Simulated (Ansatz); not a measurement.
## Computed properties of AlN (zincblende)

All numbers come from the plane-wave code Ansatz. (Simulation; spin polarisation is off.)

AlN built on the zincblende prototype, relaxed with r2SCAN. Al has 4 N at 1.89 Å; N has 4 Al at 1.89 Å.

Space group F-43m (No. 216). a = 4.370 Å, b = 4.370 Å, c = 4.370 Å, α = 90.00°, β = 90.00°, γ = 90.00°
```
atom  site  symmetry       x       y       z
  Al    4a      -43m  0.0000  0.0000  0.0000
   N    4d      -43m  0.2500  0.2500  0.7500
```

Relaxed lattice by functional, symmetry kept:
```csv
functional,k mesh,a (Å),volume (Å³/atom)
PBE,10×10×10,4.403,10.67
r2SCAN,10×10×10,4.370,10.43
```

Band edges at fixed r2SCAN geometry:

| level | k mesh | gap (eV) | kind | edges | least direct gap (eV) |
| --- | --- | --- | --- | --- | --- |
| PBE | 10×10×10 | 3.33 | indirect | Γ → X | 4.18 |
| r2SCAN | 10×10×10 | 3.94 | indirect | Γ → X | 4.84 |
| HSE06 | 8×8×8 | 4.55 | indirect | Γ → X | 5.55 |
| PBE0 | 8×8×8 | 5.28 | indirect | Γ → X | 6.27 |
| G0W0@PBE (62 empty bands, 120 eV, 6×6×6) | 6×6×6 | 4.58 | – | Γ → X (mesh) | – |

PBE: smearing of 0.02 eV; the others have fixed occupations.
Wave cutoffs: 420 eV, 500 eV (r2SCAN).
The G0W0 gap is PBE's gap over the path plus the quasiparticle shift read on the mesh. No extrapolation in bands, cutoff or mesh was made for G0W0.

With HSE06 the valence top lies at Γ and the conduction bottom at X, 4.55 eV higher; the smallest vertical gap, at Γ, is 5.55 eV.

Set against the finite-basis gap of 4.58 eV from G0W0@PBE (62 empty bands, 120 eV, 6×6×6), the closest functional is HSE06, which differs by -0.03 eV, at about 19 times r2SCAN's cost; G0W0 itself took about 6 times r2SCAN's cost. The others: r2SCAN -0.64, PBE0 +0.70, PBE -1.25 eV. The yardstick's own error is a tenth of an eV or more. r2SCAN covers 50 % of the step from PBE to HSE06, while HSE06 needs about 19 times r2SCAN's cost (on a coarser mesh). Among these functionals the gap stays indirect.

The meshes of the hybrids are coarse, so their gaps aren't converged to the digits shown.
